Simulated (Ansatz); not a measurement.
Ir: band structure with PBEsol

Ir:

```
Ir
1.0
     2.75138    0.00000    0.00000
    -1.37569    2.38276    0.00000
     0.00000    0.00000    4.46229
Ir
2
Direct
  0.33333 0.66667 0.25000
  0.66667 0.33333 0.75000
```

This isn't the form of Ir at room conditions, which is fcc.

| Property | Result |
| --- | --- |
| Program | Ansatz 0.2.0 |
| Task | band structure |
| Functional | PBEsol |
| Potentials or basis | Ansatz PAW |
| Cutoff | 420 eV (not typed: the program's choice for these potentials) |
| k mesh | 11 × 11 × 6 |
| Occupations | fermi-dirac, width 0.05 eV |
| Spin | no spin polarisation |
| Path | [["G", "M", "K", "G", "A", "L", "H", "A"], ["L", "M"], ["K", "H"]] |
| Points for each segment of the path | 14 |

```
Pressure               : -12.4 GPa
Band gap on the k mesh : none (metal or under the smearing width)
```

Stress tensor (GPa, compression positive):
```
-12.17   0.00   0.00
  0.00 -12.17   0.00
  0.00   0.00 -12.71
```

Levels at the corners of the path, in eV from the Fermi level:
```
point  band 14  band 15  band 16  band 17  band 18  band 19
    Γ    -3.03    -3.03    -2.27    -2.27    -0.78     0.28
    M    -3.33    -2.85     0.70     0.95     1.10     2.85
    K    -4.05    -2.31    -0.03    -0.03     0.31     4.32
    Γ    -3.03    -3.03    -2.27    -2.27    -0.78     0.28
    A    -3.78    -3.78    -3.78    -0.44    -0.44    -0.44
    L    -2.03    -0.93    -0.93     0.94     0.94     1.97
    H    -3.99    -2.29    -2.29     0.31     0.31     6.94
    A    -3.78    -3.78    -3.78    -0.44    -0.44    -0.44
    L    -2.03    -0.93    -0.93     0.94     0.94     1.97
    M    -3.33    -2.85     0.70     0.95     1.10     2.85
    K    -4.05    -2.31    -0.03    -0.03     0.31     4.32
    H    -3.99    -2.29    -2.29     0.31     0.31     6.94
```

It took 3.7 s on 2 threads of AMD EPYC 7R43 64-Core Processor (Zen 3) (shared host), peak memory 0.36 GiB.

Caveat: spin-orbit coupling is left out, which moves the levels of the heavy elements; the PAW data sets come from PBE, with cores solved anew for the run's functional, which leaves a small shift of forces and pressure.
